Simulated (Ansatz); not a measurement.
# In (I4/mmm) in Ansatz: equation of state

Aim: energy against volume of In in PBEsol, for its equilibrium volume and stiffness.

Everything below comes from runs of Ansatz 0.2.0. Logs are shortened: lines on timing, memory, paths and dates and some standing lists are left out, and cuts for length are marked.

## Step 1: Starting point

The structure is tetragonal, space group I4/mmm (No. 139). Conventional cell: a = 3.251 Å, b = 3.251 Å, c = 4.947 Å, α = 90.00°, β = 90.00°, γ = 90.00°. In (site symmetry 4/mmm) is surrounded by 12 In at 3.25 to 3.38 Å.

## Step 2: Equation of state, PBEsol

Potentials or basis: all-electron LAPW, scalar-relativistic.

No new run: the results of the series are fitted here.

What came out:

```
Equilibrium volume                        : 25.57 Å³/atom
Bulk modulus at fixed shape and positions : 44 GPa
Pressure derivative of the bulk modulus   : 5.2
```

Energy against volume, from the lowest point:
| volume (Å³/atom) | energy (meV/atom) |
| --- | --- |
| 24.575 | 5.84 |
| 25.098 | 1.26 |
| 25.621 | 0.00 |
| 26.144 | 1.66 |
| 26.666 | 5.90 |
| 27.189 | 12.40 |
| 27.712 | 20.91 |

Caveat: the cell was scaled at fixed shape and fractional positions, which overstates the stiffness of a crystal with free parameters, most of all of layers and chains.
